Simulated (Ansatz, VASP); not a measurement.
Given: the input of a run of VASP 6.6.1 on Ag.

The input INCAR:

```
SYSTEM = Ag
PREC     = Accurate       ! precision mode
ENCUT    = 600            ! plane-wave cutoff, eV
EDIFF    = 1E-7           ! SCF threshold, eV
ISMEAR   = -1             ! smearing method
SIGMA    = 0.05           ! smearing width, eV
LREAL    = .FALSE.        ! projectors in reciprocal space
LASPH    = .TRUE.         ! aspherical terms in the spheres
NELM     = 80             ! most SCF steps
ALGO     = Normal         ! electronic algorithm
ISIF     = 3              ! what is computed and relaxed
LWAVE    = .FALSE.        ! write WAVECAR
LCHARG   = .FALSE.        ! write CHGCAR
GGA      = B5             ! functional
ALDAX    = 1.0          
AGGAX    = 1.0          
AGGAC    = 1.0          
ALDAC    = 0.0          
IVDW     = 13             ! dispersion correction
VDW_S6   = 1.0          
VDW_S8   = 2.34076671   
VDW_A1   = 0.44488865   
VDW_A2   = 4.0933009    
IBRION   = 2              ! ionic algorithm
NSW      = 80             ! ionic steps
EDIFFG   = -0.005         ! ionic threshold
```

Contents of KPOINTS:

```
Automatic mesh
0
G
  11 11 11
  0 0 0
```

POSCAR

```
Ag
1.0
    0.0000000000      2.0427500000      2.0427500000
    2.0427500000      0.0000000000      2.0427500000
    2.0427500000      2.0427500000      0.0000000000
Ag
1
Direct
    0.0000000000      0.0000000000      0.0000000000
```

Potentials or basis: VASP PAW PBE potentials, release 64 (Ag).

Run with:

```bash
$ cat potpaw_PBE.64/Ag/POTCAR > POTCAR
$ mpirun -np 1 vasp_std > vasp.out
```

Task: Translate it to Ansatz 0.2.0. Potentials there: all-electron LAPW, scalar-relativistic.

Result: As run (the cutoff follows the program's own potentials):

File input.yaml:

```yaml
crystal:
  lattice:
    - [0.0, 2.04275, 2.04275]
    - [2.04275, 0.0, 2.04275]
    - [2.04275, 2.04275, 0.0]
  atoms:
    - { symbol: Ag, position: [0.0, 0.0, 0.0] }
kpoints:
  mp_grid: { grid: [11, 11, 11] }
scf:
  occupations: { method: fermi_dirac, width: 0.05 }
hamiltonian:
  xc: blyp
  dispersion: d4
  pseudopotentials: { kind: all_electron, lapw: { basis_error: 0.001 } }
output:
  forces: true
  stress: true
relax:
  f_tol: 0.005
  max_steps: 60
  cell: {}
```

Potentials or basis: all-electron LAPW, scalar-relativistic.

The run is started by

```bash
$ ansatz run input.yaml --threads 1 --pin off --max-ram 3072MiB --backend cpu --events-out ev --progress --plain --runs-dir out
```

Both were run:

|  | VASP | Ansatz | Ansatz less VASP |
| --- | --- | --- | --- |
| relaxed volume (Å³/atom) | 17.40 | 17.37 | -0.025 |
| relaxed cell length with the largest relative difference (Å) | 2.908 | 2.907 | -0.0014 |
| energy change over the relaxation (meV/atom) | -2 | -2 | +0.3 |

Ansatz ran all-electron here, so the differences hold the error of VASP's frozen core and of both bases.

Caveats: the PAW data sets were made with another functional, which shifts forces and pressure a little (VASP); pairwise dispersion overbinds metals, which lowers pressure and volume (VASP). Zero-point motion and thermal expansion aren't in these numbers.
